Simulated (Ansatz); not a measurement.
# How far is PAW off for TaN?

```xyz
6
Lattice="5.1960 0.0000 0.0000 -2.5980 4.4999 0.0000 0.0000 0.0000 2.9110" Properties=species:S:1:pos:R:3 pbc="T T T"
Ta    0.0000    2.9999    1.4555
Ta    2.5980    1.5000    1.4555
Ta    0.0000    0.0000    0.0000
N     2.0412    0.0000    0.0000
N     1.5774    2.7321    0.0000
N    -1.0206    1.7678    0.0000
```

Atom numbers follow the list: Ta1, Ta2, Ta3, N4, N5, N6.

The cell is COD entry 2106407, as deposited and not checked against the literature; nothing was relaxed.

Spin–orbit coupling is left out, though it moves levels of the heavy atoms by tenths of an eV or more.

Levels of theory: DFT, PBE, PAW with Ansatz's default frozen-core files, scalar-relativistic (Ansatz 0.2.0); DFT, PBE, all-electron LAPW, scalar-relativistic (Ansatz 0.2.0).

For PAW: a Γ-centred 6×6×9 k mesh, Fermi–Dirac smearing of 0.01 eV, cutoff 420 eV, no spin polarisation. LAPW targets a basis error of 1 meV/atom. The Ansatz runs share mesh, smearing and spin set-up. Plane-wave (PAW) pressures include the program's estimate of the Pulay term.

Stress and pressure are positive in compression.

Levels count from the Fermi level.

PAW results:

| quantity | PAW |
| --- | --- |
| pressure (GPa) | 4.92 |
| stress xx (GPa) | 4.97 |
| stress zz (GPa) | 4.83 |
| force on N4, x (eV/Å) | 0.052 |
| highest filled level at L (eV) | -0.921 |
| lowest empty level at L (eV) | 0.543 |
| highest filled level at M (eV) | -2.599 |
| lowest empty level at M (eV) | 1.227 |

Problem. What does all-electron LAPW give for the same quantities?

Solution. 
```
                      quantity    LAPW
                pressure (GPa)    5.00
               stress xx (GPa)    5.03
               stress zz (GPa)    4.93
         force on N4, x (eV/Å)   0.040
highest filled level at L (eV)  -0.920
  lowest empty level at L (eV)   0.542
highest filled level at M (eV)  -2.599
  lowest empty level at M (eV)   1.225
```
